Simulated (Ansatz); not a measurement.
## PbTe: moving Te off its site

PbTe, Fm-3m, a = 6.454 Å (as given, not relaxed at this level: 1.7 GPa). Ansatz: r2SCAN, PAW, 500 eV, Γ-centred 8×8×8 mesh on 2 atoms, Gaussian smearing 0.05 eV; no spin polarisation.

```
CELL_PARAMETERS angstrom
0.00000 3.22700 3.22700
3.22700 0.00000 3.22700
3.22700 3.22700 0.00000
ATOMIC_POSITIONS crystal
Te 0.50000 0.50000 0.50000
Pb 0.00000 0.00000 0.00000
```

Atom 1 (Te) moves by x along the unit vector (0.000, -0.707, -0.707), with its periodic images; all else is held. y is the free energy of the cell over the start, F the force along the path summed over the moved atoms. Symmetry makes y even in x.

```
  x (Å) y (meV) F (eV/Å)
-0.1000        ?         ?
-0.0500     0.58      0.02
 0.0000     0.00      0.00
 0.0125     0.03     -0.01
 0.0250     0.14     -0.01
 0.0375     0.32     -0.02
 0.0625     0.92     -0.03
 0.0750     1.36     -0.04
 0.0875     1.90     -0.05
```

Question: Fit y = c2 x² + c4 x⁴ to the energies of the other rows, give the force constant, and predict energy and force of the missing row.

Answer: Least squares on the rows shown. y = 223.1 x² + 3274 x⁴. The force constant is 2 c2 = 0.446 eV/Å² (for all images moving together, not for a lone atom). With two atoms in a cubic cell this is the optical mode at Γ without the LO field: ω = 521.5 √(2 c2/μ) = 39 cm⁻¹ for μ = 78.97 u. The force −dy/dx at the missing row is 0.06 eV/Å (computed 0.06). At x = -0.1000 the fit asked for gives 2.56 meV. The run gave 2.55 meV, so the fit is 0.01 meV too high, a small miss on the scale of the series.

Spin–orbit coupling is left out, which can shift energies with elements as heavy as these.

Cost: 9 runs of about 4.1 core-minutes in all, on Arm Neoverse V1 (shared hosts).